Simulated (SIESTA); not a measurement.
CuI (Marshite):

```
I Cu
1.0
     0.00000    3.03150    3.03150
     3.03150    0.00000    3.03150
     3.03150    3.03150    0.00000
I Cu
1 1
Direct
  0.00000 0.00000 0.00000
  0.75000 0.75000 0.75000
```

Base run:

* Program: SIESTA 5.4.2
* Functional: PBE
* Potentials or basis: PseudoDojo 0.4 standard (PBE files)
* Basis: DZP (energy shift 0.002 Ry)
* Grid cutoff: 800 Ry
* Energy shift: 0.002 Ry
* k mesh: 8 × 8 × 8
* Occupations: fermi-dirac, width 0.05 eV
* Spin: no spin polarisation

Its results: band gap on the k mesh 2.01 eV, direct; pressure 1.8 GPa.

**Question.** After a change of settings the same cell gave: band gap on the k mesh 1.72 eV, direct; pressure 5.3 GPa. Which change was it?
A. functional from PBE to PBE-libxc
B. functional from PBE to RPBE
C. basis from DZP (energy shift 0.002 Ry) to DZ (energy shift 0.002 Ry)
D. functional from PBE to BLYP

**Answer.** C.

Caveats: semicore shells carry a single zeta, which can move pressures by several GPa and volumes by a few percent; spin-orbit coupling is left out, which moves the levels of the heavy elements; the basis of atomic orbitals isn't converged, which shifts pressures, moduli and gaps; the basis has no polarisation orbitals (some runs).

Not every run made on this cell is shown here.
